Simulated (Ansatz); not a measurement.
## KMgF3 (Pm-3m): the host for defect calculations

Aim: the runs on the perfect crystal KMgF3 (Pm-3m) that a defect calculation needs first.

Calculated with Ansatz 0.2.0; plane-wave PAW DFT, PBE; relaxation of the host's cell and atoms; PAW set soft_1, in the first sound run; inputs show where later runs differ.

### Step 1. Starting point

The structure is cubic, space group Pm-3m (No. 221). Conventional cell: a = 3.978 Å, b = 3.978 Å, c = 3.978 Å, α = 90.00°, β = 90.00°, γ = 90.00°. Nearest to K lie 12 F at 2.81 Å. Nearest to Mg lie 6 F at 1.99 Å. Nearest to F lie 2 Mg at 1.99 Å and 4 K at 2.81 Å. Farther neighbours and most contacts between anions are not listed.

### Step 2. Host cell relaxation

Cell and atoms are relaxed together, until forces and stress fall under their thresholds.

Input file cell/input.yaml:

```yaml
crystal:
  lattice:
    - [3.9784682, 0.0, 0.0]
    - [0.0, 3.9784682, 0.0]
    - [0.0, 0.0, 3.9784682]
  atoms:
    - { symbol: K, position: [0.5, 0.5, 0.5] }
    - { symbol: Mg, position: [0.0, 0.0, 0.0] }
    - { symbol: F, position: [0.0, 0.5, 0.0] }
    - { symbol: F, position: [0.0, 0.0, 0.5] }
    - { symbol: F, position: [0.5, 0.0, 0.0] }
basis:
  ecutwfc: 420
  xc_grid: 2
hamiltonian:
  xc: pbe
  pseudopotentials: { kind: paw, azcp: { folder: soft_1 } }
kpoints:
  mp_grid: { grid: [7, 7, 7] }
scf:
  occupations: { method: fixed }
  max_iter: 100
relax:
  f_tol: 0.005
  max_steps: 60
  cell: {}
output:
  forces: true
  stress: true
checkpoint:
  write: "../cell.run"
  compress: false
  write_wavefunctions: false
  write_every: 100000
```

Launch:

```console
$ ansatz run input.yaml --threads 8 --pin off --max-ram 17899MiB --backend cpu --events-out ev --progress --plain --runs-dir out
```

Numbers of over 12 decimals in the logs are rounded to 6 here.

The log of the run:

```text
[... repeated set-up lines and file paths are left out, and long positions are rounded to six places ...]
Engine: ansatz 0.2.0, aarch64-unknown-linux-gnu
Pseudopotentials: kind: paw
Pseudopotential: K, paw, valence charge 9, recommended cutoff 420 eV (normal), soft_1/K.paw.azcp
Pseudopotential: Mg, paw, valence charge 10, recommended cutoff 420 eV (normal), soft_1/Mg.paw.azcp
Pseudopotential: F, paw, valence charge 7, recommended cutoff 420 eV (normal), soft_1/F.paw.azcp
Functional definition: PBE
  parameter kappa = 0.804
  parameter beta = 0.066725
  exchange = pbe_x(kappa = kappa, mu = beta*pi^2/3)
  correlation = pbe_c(beta = beta)
Crystal: 5 atoms, lattice volume = 62.972 Å³
Basis set: ecut = 420 eV, 1237 PW (Γ), exchange–correlation on 54×54×54 points (8 copies of the dense FFT grid, shifted against one another)
Bands: 25, of which v1, the nominal top of the filled ones, is band 20 counted from 1 (19 counted from 0)
Symmetry: 48 space group operations
Space group: Pm-3m (ITA 221), of the structure as read, at distance tolerance 4.0e-5 Å
k-points: 20 of 343
Non-local potential: K, projectors of the file, l = 0: 3, l = 1: 2, l = 2: 2
Non-local potential: Mg, projectors of the file, l = 0: 3, l = 1: 2, l = 2: 1
Non-local potential: F, projectors of the file, l = 0: 2, l = 1: 2, l = 2: 1
PAW form: soft (Blöchl's): semilocal exchange-correlation on the pseudo side does not see the compensation charge
PAW one-centre angular grid: K, 110 points (default); XC on 64 Gauss nodes
PAW one-centre angular grid: Mg, 110 points (default); XC on 64 Gauss nodes
PAW one-centre angular grid: F, 110 points (default); XC on 64 Gauss nodes
Initial density: superposition of atomic densities (chi_scale 0.1, normalization cell, long waves kept (reshape's long-wave potential 0.00 eV rms))
Initial wavefunctions: pseudopotential atomic-orbital guess
Functional: x = pbe(κ = 0.804, μ = 0.219515), c = pbe(β = 0.066725)
SCF iter   1: F=—  HF=-5897.909176 eV  |F-HF|=—  |Δ(HF+E_count)|=         —  Δρ=1.38e-1  dr2=9.67e0  ethr=3.10e-3  ⟨swp⟩=4.2  Hψ=2199  notcnv=0  defer=29
preconditioner: auto → Resta (q_TF=auto, 2.530 Å⁻¹)  ε∞=3.6  [insulator: Δε(μ)=4.950 eV  Ē_g=15.901 eV  n_scr=18 (ndim 8)  ℏωp=25.6 eV  f_vac=0.000  ε∞_Penn≈3.6]
SCF iter   2: F=—  HF=-5895.001159 eV  |F-HF|=—  |Δ(HF+E_count)|=    2.91e0  Δρ=4.80e-2  dr2=1.21e0  ethr=3.10e-3  ⟨swp⟩=3.1  Hψ=1191  notcnv=0  defer=47
SCF iter   3: F=—  HF=-5894.755703 eV  |F-HF|=—  |Δ(HF+E_count)|=   2.45e-1  Δρ=2.10e-2  dr2=3.31e-1  ethr=3.03e-3  ⟨swp⟩=2.1  Hψ=801  notcnv=0  defer=18
automatic band count: iteration 3 solves 24 bands in place of 25: the levels show a gap, and the empty bands left out lie too high to hold charge; the band table lists the bands solved (type scf.n_extra_bands for more)
SCF iter   4: F=—  HF=-5894.690949 eV  |F-HF|=—  |Δ(HF+E_count)|=   6.48e-2  Δρ=5.00e-3  dr2=1.30e-2  ethr=8.27e-4  ⟨swp⟩=3.1  Hψ=912  notcnv=0  defer=34
SCF iter   5: F=—  HF=-5894.694890 eV  |F-HF|=—  |Δ(HF+E_count)|=   3.94e-3  Δρ=1.06e-3  dr2=3.95e-4  ethr=3.24e-5  ⟨swp⟩=2.2  Hψ=945  notcnv=0  defer=36
SCF iter   6: F=—  HF=-5894.695134 eV  |F-HF|=—  |Δ(HF+E_count)|=   2.44e-4  Δρ=2.44e-4  dr2=2.57e-5  ethr=9.87e-7  ⟨swp⟩=2.0  Hψ=965  notcnv=0  defer=38
SCF iter   7: F=—  HF=-5894.695525 eV  |F-HF|=—  |Δ(HF+E_count)|=   3.91e-4  Δρ=6.15e-5  dr2=8.18e-7  ethr=6.43e-8  ⟨swp⟩=2.0  Hψ=928  notcnv=0  defer=36
SCF iter   8: F=-5894.695526 eV  HF=-5894.695526 eV  |F-HF|=1.63e-8  |Δ(HF+E_count)|=   1.01e-6  Δρ=6.07e-6  dr2=1.71e-8  ethr=2.50e-10  ⟨swp⟩=5.0  Hψ=1830  notcnv=0
SCF 1 converged in 8 iterations: F = -5894.695526 eV  dr2 = 1.71e-8
  greatest PAW one-centre occupation: 1.000 electrons in one spin orbital (limit 2), on the Mg atom at site 1 (counted from 0), in its partial waves of l = 0
relax step   1: F+E_penalty+E_count = -5894.69552572 eV  Δ(F+E_penalty+E_count) = +0.000e0 eV  max|allowed force component| = 1.623e-29 eV/Å  Δτ_max = 0.0000 Å  P = +4.297 GPa  Ω = 62.972 Å³  (8 SCF iters, dr2 threshold 1.00e-7 eV, accepted)
[... the SCF cycles and remarks between the steps are left out from here to the last step ...]
relax step   2: F+E_penalty+E_count = -5894.72464754 eV  Δ(F+E_penalty+E_count) = -2.912e-2 eV  max|allowed force component| = 4.990e-30 eV/Å  Δτ_max = 0.0000 Å  P = +2.167 GPa  Ω = 64.568 Å³  energy of the carried Pulay correction = -2.866e-3 eV  (5 SCF iters, dr2 threshold 5.00e-7 eV, accepted)
relax step   3: F+E_penalty+E_count = -5894.73368967 eV  Δ(F+E_penalty+E_count) = -9.042e-3 eV  max|allowed force component| = 3.478e-30 eV/Å  Δτ_max = 0.0000 Å  P = +0.128 GPa  Ω = 66.276 Å³  energy of the carried Pulay correction = -5.857e-3 eV  (5 SCF iters, dr2 threshold 5.00e-7 eV, accepted)
relax step   4: F+E_penalty+E_count = -5894.73354436 eV  Δ(F+E_penalty+E_count) = +1.453e-4 eV  max|allowed force component| = 4.956e-29 eV/Å  Δτ_max = 0.0000 Å  P = +0.004 GPa  Ω = 66.387 Å³  energy of the carried Pulay correction = -6.048e-3 eV  (5 SCF iters, dr2 threshold 4.12e-8 eV, accepted)
relax step   5: F+E_penalty+E_count = -5894.74250649 eV  Δ(F+E_penalty+E_count) = -8.962e-3 eV  max|allowed force component| = 2.322e-29 eV/Å  Δτ_max = 0.0000 Å  P = +0.297 GPa  Ω = 66.387 Å³  stress off target by 2.97e-1 GPa  SCF on the basis re-selected at this cell (its energy is not comparable with the rows above)  (7 SCF iters)
relax step   6: F+E_penalty+E_count = -5894.74230374 eV  Δ(F+E_penalty+E_count) = +2.028e-4 eV  max|allowed force component| = 7.757e-30 eV/Å  Δτ_max = 0.0000 Å  P = +0.026 GPa  Ω = 66.652 Å³  energy of the carried Pulay correction = -4.680e-4 eV  (4 SCF iters, dr2 threshold 2.21e-7 eV, accepted)
iter 1 solved again at ethr=2.04e-8 eV; its pass at ethr=3.10e-3 eV (dr2=8.16e-6 eV) is discarded
SCF iter   1: F=—  HF=-5894.742576 eV  |F-HF|=—  |Δ(HF+E_count)|=         —  Δρ=4.18e-5  dr2=4.55e-7  ethr=2.04e-8  ⟨swp⟩=3.9  Hψ=3547  notcnv=0  defer=55
SCF iter   2: F=—  HF=-5894.742865 eV  |F-HF|=—  |Δ(HF+E_count)|=   2.89e-4  Δρ=2.88e-5  dr2=1.64e-7  ethr=1.14e-9  ⟨swp⟩=2.4  Hψ=914  notcnv=0  defer=38
SCF iter   3: F=—  HF=-5894.742865 eV  |F-HF|=—  |Δ(HF+E_count)|=   2.56e-8  Δρ=1.43e-5  dr2=4.09e-8  ethr=4.10e-10  ⟨swp⟩=2.0  Hψ=828  notcnv=0  defer=38
SCF iter   4: F=—  HF=-5894.742865 eV  |F-HF|=—  |Δ(HF+E_count)|=   2.55e-8  Δρ=3.35e-6  dr2=2.88e-9  ethr=1.02e-10  ⟨swp⟩=2.0  Hψ=798  notcnv=0  defer=38
SCF iter   5: F=—  HF=-5894.742865 eV  |F-HF|=—  |Δ(HF+E_count)|=  8.22e-10  Δρ=2.34e-6  dr2=1.76e-9  ethr=7.20e-12  ⟨swp⟩=2.2  Hψ=807  notcnv=0  defer=38
SCF iter   6: F=-5894.742865 eV  HF=-5894.742865 eV  |F-HF|=3.91e-11  |Δ(HF+E_count)|=  2.15e-10  Δρ=2.64e-7  dr2=1.70e-11  ethr=1.00e-12  ⟨swp⟩=3.0  Hψ=2156  notcnv=0
SCF 7 converged in 6 iterations: F = -5894.742865 eV  dr2 = 1.70e-11
relax step   7: F+E_penalty+E_count = -5894.74286495 eV  Δ(F+E_penalty+E_count) = -5.612e-4 eV  max|allowed force component| = 6.843e-30 eV/Å  Δτ_max = 0.0000 Å  P = +0.032 GPa  Ω = 66.652 Å³  stress off target by 3.16e-2 GPa  SCF on the basis re-selected at this cell (its energy is not comparable with the rows above)  (6 SCF iters)
basis re-selected at this cell: Δ(F+E_penalty+E_count) = -5.612e-4 eV, ΔP = +0.006 GPa vs the last step (what re-selecting the basis moved, of the pressure what is left beyond the Pulay correction that the steps carried, after the strain that the cell walked [...]
SCF converged after 6 iterations
Free energy (F): -5894.742865 eV
Harris-Foulkes:  -5894.742865 eV  (|F-HF|=3.91e-11)
Internal energy: -5894.742865 eV  (E = F + TS)
E sigma→0 (E₀):  -5894.742865 eV
Fermi energy:    2.321087 eV
--- Per-component energies (eV) ---
  E_band       = -520.952790
  E_kinetic    = 923.133450
  E_local      = -3912.004160  (includes V_loc(G=0)·N_el)
  E_nonlocal   = 468.664543
  E_hartree    = 1395.655294
  E_xc         = -396.103438
  E_vxc        = -499.904603  (∫ρ·V_xc dr)
  E_paw        = -1698.497844  (= ΣΔE_a)
  E_vpaw       = -292.154875  (= ΣTr[D̂ρ^β])
  E_aug_tail   = 0.002208  (compensation charges beyond the density's cutoff)
  E_ewald      = -2675.592918
  E_smearing   = -0.000000  (= −TS)
  E_closure    = -0.000000  (closes the sum)
  Σ components = -5894.742865   (vs F -5894.742865, Δ=0.00e0)
--- Forces (eV/Å), atoms counted from 1 ---
  atom   1  K      0.00000000    -0.00000000    -0.00000000
  atom   2  Mg     0.00000000    -0.00000000     0.00000000
  atom   3  F     -0.00000000     0.00000000    -0.00000000
  atom   4  F      0.00000000    -0.00000000     0.00000000
  atom   5  F     -0.00000000     0.00000000    -0.00000000
  max |Σ_I F_I| component: 3.47e-30 eV/Å
--- Stress (GPa, compression-positive) ---
        0.031618       0.000000       0.000000
        0.000000       0.031618      -0.000000
        0.000000      -0.000000       0.031618
  P = ⅓ Tr σ = 0.0316 GPa (0.316 kbar)
--- Relaxed structure (5 steps of the walk, 5 accepted, 2 SCFs on fresh bases) ---
  F+E_penalty+E_count = -5894.74286495 eV   max|allowed force component| = 6.843e-30 eV/Å   (the final SCF, on the basis selected at the relaxed cell)
  cell:  # Å, volume = 66.6515 Å³
    - [4.054494, 0, 0]
    - [0, 4.054494, 0]
    - [0, 0, 4.054494]
  atoms:
    - { symbol: K, position: [0.5, 0.5, 0.5] }
    - { symbol: Mg, position: [0, 0, 0] }
    - { symbol: F, position: [0, 0.5, 0] }
    - { symbol: F, position: [0, 0, 0.5] }
    - { symbol: F, position: [0.5, 0, 0] }
```

Run time: 3 s. Hardware: 8 threads of Arm Neoverse V1, shared host; peak memory 0.37 GiB; 15 s of CPU time.

Step by step:

```csv
step,energy less that of the first step (eV),largest force component (eV/Å),pressure (GPa),volume (Å³)
1,0.0000,0.0000,4.30,62.97
2,-0.0291,0.0000,2.17,64.57
3,-0.0382,0.0000,0.13,66.28
4,-0.0380,0.0000,0.00,66.39
5,-0.0470,0.0000,0.30,66.39
6,-0.0468,0.0000,0.03,66.65
7*,-0.0473,0.0000,0.03,66.65
```

Relaxation steps marked * repeat the geometry before them on a plane-wave basis chosen anew for their cell, so energy and pressure can jump there. The log counts 2 steps on a newly chosen plane-wave basis, not all of them marked here; energy and pressure can jump at such steps.

Forces are held to the 48 operations that the run works with; a distortion that breaks them can't arise in this run.

```csv
"conventional cell, symmetrised",before,after,change
a (Å),3.978,4.054,+1.9 %
b (Å),3.978,4.054,+1.9 %
c (Å),3.978,4.054,+1.9 %
volume (Å³/atom),12.59,13.33,+5.8 %
```

Numbers from this step:

```yaml
pressure: 0.03162 GPa
```

The relaxation ends with a pressure of 0.03 GPa.

### Step 3. Dielectric tensors of the host

The response to a uniform electric field gives the electronic dielectric tensor.

This step: plane-wave PAW DFPT, PBEsol; dielectric tensors, Born charges and zone-centre modes of the host; PAW set soft_1 (Ansatz 0.2.0).

Input file eps/input.yaml:

```yaml
crystal:
  lattice:
    - [4.0544938869, 0.0, 0.0]
    - [0.0, 4.0544938869, 0.0]
    - [0.0, 0.0, 4.0544938869]
  atoms:
    - { symbol: K, position: [0.5, 0.5, 0.5] }
    - { symbol: Mg, position: [0.0, 0.0, 0.0] }
    - { symbol: F, position: [0.0, 0.5, 0.0] }
    - { symbol: F, position: [0.0, 0.0, 0.5] }
    - { symbol: F, position: [0.5, 0.0, 0.0] }
basis:
  ecutwfc: 420
hamiltonian:
  xc: pbesol
  pseudopotentials: { kind: paw, azcp: { folder: soft_1 }, xc_functional: pbe }
kpoints:
  mp_grid: { grid: [6, 6, 6] }
scf:
  occupations: { method: fixed }
  max_iter: 100
phonons:
  method: dfpt
  dielectric: true
  rigid_motions: translations
```

The log of the run:

```text
[...]
Crystal: 5 atoms, lattice volume = 66.652 Å³
Basis set: ecut = 420 eV, 1309 PW (Γ), exchange–correlation on 60×60×60 points (8 copies of the dense FFT grid, shifted against one another)
Bands: 25, of which v1, the nominal top of the filled ones, is band 20 counted from 1 (19 counted from 0)
Symmetry: 48 space group operations
k-points: 80 of 216 (irreducible under 2 space group operations, time reversal used)
[...]
SCF iter   1: F=—  HF=-5841.312615 eV  |F-HF|=—  |Δ(HF+E_count)|=         —  Δρ=1.50e-1  dr2=1.19e1  ethr=3.10e-3  ⟨swp⟩=4.2  Hψ=8792  notcnv=0  defer=115
[...]
SCF iter  11: F=-5837.470821 eV  HF=-5837.470821 eV  |F-HF|=4.55e-12  |Δ(HF+E_count)|=  1.46e-11  Δρ=1.99e-7  dr2=2.09e-11  ethr=1.00e-12  ⟨swp⟩=6.0  Hψ=8973  notcnv=0
SCF 1 converged in 11 iterations: F = -5837.470821 eV  dr2 = 2.09e-11
[...]
DFPT response loops at Γ: preconditioner auto → none (the input reference at scf.mixing.eps_inf says where Resta's filter doesn't serve); β = 0.50; Broyden in place of MSR1
SCF converged after 11 iterations
Free energy (F): -5837.470821 eV
[...]
Internal energy: -5837.470821 eV  (E = F + TS)
E sigma→0 (E₀):  -5837.470821 eV
Fermi energy:    2.248518 eV
[...]
--- Band table (eV; the first three rows and the last of 80) ---
[...]
[... further k-points left out ...]
--- Phonons (Γ-DFPT): 4 representative perturbations + reference, on 80 of 216 k-points (Σ response iterations 12) ---
  k mesh reduced under 2 symmetry operations, with k and −k counted as one. Each operation leaves every solved perturbation unchanged. A smaller set is not considered because the run solves the response to a homogeneous field
  ASR residual: 1.747e-4 → 0.000e0 eV/Å²; symmetrization residual: 3.707e-6 eV/Å²
  ASR residual per site (eV/Å²): 1.58e-5 1.75e-4 1.44e-4 1.44e-4 1.44e-4
  Γ frequencies (cm⁻¹): 0.00 0.00 0.00 124.02 124.02 124.02 173.42 173.42 173.42 277.46 277.46 277.46 409.39 409.39 409.39
  ε∞ (high-frequency dielectric tensor):
        2.095893    -0.000000     0.000000
       -0.000000     2.095893     0.000000
       -0.000000     0.000000     2.095893
  ε⁰ (static dielectric tensor: ions relaxed, cell fixed):
        8.191869    -0.000000     0.000000
       -0.000000     8.191869     0.000000
        0.000000     0.000000     8.191869
  ε⁰ − ε∞ (ionic part):
        6.095976    -0.000000     0.000000
       -0.000000     6.095976     0.000000
        0.000000     0.000000     6.095976
  softest optical mode at Γ: 124.02 cm⁻¹; the repairs (sum rule, projections) moved no ω² at Γ by more than (1.69 cm⁻¹)²
  Born effective charges Z* (e; rows j = field, columns β = displacement):
    site 0:
         1.18557   -0.00000   -0.00000
         0.00000    1.18557    0.00000
         0.00000    0.00000    1.18557
    site 1:
         2.01720   -0.00000    0.00000
         0.00000    2.01720    0.00000
         0.00000   -0.00000    2.01720
    site 2:
        -0.95298    0.00000   -0.00000
         0.00000   -1.29680    0.00000
         0.00000    0.00000   -0.95298
    site 3:
        -0.95298   -0.00000   -0.00000
        -0.00000   -0.95298    0.00000
         0.00000    0.00000   -1.29680
    site 4:
        -1.29680   -0.00000   -0.00000
        -0.00000   -0.95298    0.00000
         0.00000    0.00000   -0.95298
  Z* charge neutrality: 5.130e-6 e pre-enforcement
  k-mesh period / interband length: 24.3 Å / 0.87 Å = 27.86 at k = (0.0000, 0.0000, 0.0000), direct gap 7.103 eV — 14 or more, which is no proof of convergence
  optical modes at Γ without the LO–TO term, one row a degenerate level:
      ω (cm⁻¹)  modes    IR ((D/Å)²/amu)
        124.02      3             5.8127
        173.42      3             0.0000
        277.46      3             9.7134
        409.39      3            11.2931
  optical modes at Γ + LO–TO along q̂ = [1.0000, 0.0000, 0.0000]:
      ω (cm⁻¹)  modes    IR ((D/Å)²/amu)
        124.02      2             3.8751
        166.26      1             0.2977
        173.42      3             0.0000
        277.46      2             6.4756
        327.56      1             0.8957
        409.39      2             7.5287
        511.39      1             7.7463
  optical modes at Γ + LO–TO along q̂ = [0.0000, 1.0000, 0.0000]:
      ω (cm⁻¹)  modes    IR ((D/Å)²/amu)
        124.02      2             3.8751
        166.26      1             0.2977
        173.42      3             0.0000
        277.46      2             6.4756
        327.56      1             0.8957
        409.39      2             7.5287
        511.39      1             7.7463
  optical modes at Γ + LO–TO along q̂ = [0.0000, 0.0000, 1.0000]:
      ω (cm⁻¹)  modes    IR ((D/Å)²/amu)
        124.02      2             3.8751
        166.26      1             0.2977
        173.42      3             0.0000
        277.46      2             6.4756
        327.56      1             0.8957
        409.39      2             7.5287
        511.39      1             7.7463
```

Elapsed: 15 s, on 8 threads; peak memory 0.81 GiB; 1.8 min of CPU time.

Reading the cycles: dr2 is the Hartree energy of the density residual (eV), the measure of convergence; HF is the Harris–Foulkes estimate of the energy, which meets the free energy F at convergence.

Electronic dielectric tensor:

```
2.10 0.00 0.00
0.00 2.10 0.00
0.00 0.00 2.10
```

Static dielectric tensor:

```
8.19 0.00 0.00
0.00 8.19 0.00
0.00 0.00 8.19
```

The electronic dielectric tensor is isotropic, 2.10. The static dielectric tensor is isotropic, 8.19.

(Continued in part 2 of 3.)

[Logs are printed without paths, hosts, clocks, repeated set-up lines and the standing remarks that a program may print on its own settings, such as how far it seeks lower states.]

[Hosts, paths, dates, database ids (printed as entryN), source tags and the programs' standing remarks are cut or masked in the printed files.]

[Runs of the host that timed out are not shown.]

[For some hosts the program warned that the k-mesh of the response run may be too coarse for force constants and the static dielectric constant; such warnings are not always shown.]
